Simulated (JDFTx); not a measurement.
## NaF (Villiaumite) under changes of volume

One of the cells (12.487 Å³/atom); the others are scaled copies at fixed shape and fractional positions:

```
CELL_PARAMETERS angstrom
0.00000 2.32000 2.32000
2.32000 0.00000 2.32000
2.32000 2.32000 0.00000
ATOMIC_POSITIONS crystal
Na 0.00000 0.00000 0.00000
F 0.50000 0.50000 0.50000
```

| Item | Value |
| --- | --- |
| Program | JDFTx 1.7.0 (patched build) |
| Functional | LDA |
| Potentials or basis | PseudoDojo-SR-LDA-0.4.1-standard with smoothed tails |
| Cutoff | 1197 eV |
| Density cutoff | 9578 eV |
| k mesh | 10 × 10 × 10 |
| Occupations | fermi-dirac, width 0.05 eV |
| Spin | no spin polarisation |

```tsv
volume (Å³/atom)	energy over the lowest point (meV/atom)	pressure (GPa)	gap on the mesh (eV)
11.738	0.00	-1.7	6.31
11.988	?	?	?
12.237	8.42	-3.7	6.08
12.487	14.79	-4.5	5.97
12.737	22.38	-5.2	5.87
12.987	31.04	-5.9	5.77
13.236	40.65	-6.4	5.68
```

Q: What does the run at 11.988 Å³/atom give?

A: Energy over the lowest point 3.42 meV/atom; pressure -2.7 GPa; gap on the mesh 6.19 eV.

Worked out: A Birch-Murnaghan fit of order 3 (a polynomial in V^(-2/3)) to the other rows has its minimum at 11.39 Å³/atom, just outside them, with B0 = V·E''(V) = 60 GPa and B' = 4.4. It gives 3.45 meV/atom at 11.988 Å³/atom, against the run's 3.42, and -dE/dV = -2.7 GPa, against -2.7. A straight line through the other rows of the gap, of slope -5.25 eV per unit of ln V (its deformation potential), gives 6.19 eV, against the run's 6.19.

A mesh can miss the band edges.
